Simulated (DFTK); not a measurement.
# WS2 under changes of volume

One of the cells (49.592 Å³/atom); the others are scaled copies at fixed shape and fractional positions:

```
CELL_PARAMETERS angstrom
3.18352 0.00000 0.00000
-1.59176 2.75701 0.00000
0.00000 0.00000 16.95058
ATOMIC_POSITIONS crystal
W 0.00000 0.00000 0.00000
S 0.33333 0.66667 0.09200
S 0.33333 0.66667 0.90800
```

- Program: DFTK 0.8.2
- Functional: PBE
- Potentials or basis: dojo.nc.sr.pbe.v0_4_1.standard.upf (PBE)
- Cutoff: 1007 eV
- k mesh: 7 × 7 × 1
- Occupations: fermi-dirac, width 0.05 eV
- Spin: no spin polarisation

| volume (Å³/atom) | energy over the lowest point (meV/atom) | gap on the mesh (eV) | largest force (eV/Å) |
| --- | --- | --- | --- |
| 46.616 | 47.78 | 2.26 | 1.488 |
| 47.608 | 23.17 | 2.21 | 1.047 |
| 48.600 | ? | ? | ? |
| 49.592 | 0.14 | 2.11 | 0.262 |
| 50.583 | 0.00 | 2.07 | 0.086 |
| 51.575 | 6.42 | 2.02 | 0.409 |
| 52.567 | 18.74 | 1.98 | 0.708 |

Problem. What does the run at 48.600 Å³/atom give?

Solution. Energy over the lowest point 7.59 meV/atom; gap on the mesh 2.16 eV; largest force 0.639 eV/Å.

Worked out: A Birch-Murnaghan fit of order 3 (a polynomial in V^(-2/3)) to the other rows has its minimum at 50.10 Å³/atom with B0 = V·E''(V) = 56 GPa and B' = 4.4 at fixed shape and positions, which overstates the stiffness. It gives 7.59 meV/atom at 48.600 Å³/atom, against the run's 7.59. A straight line through the other rows of the gap, of slope -2.34 eV per unit of ln V, gives 2.16 eV, against the run's 2.16.

Energies are extrapolated to zero smearing.

Caveats: spin-orbit coupling is left out, which moves the levels of the heavy elements.

A mesh can miss the band edges.
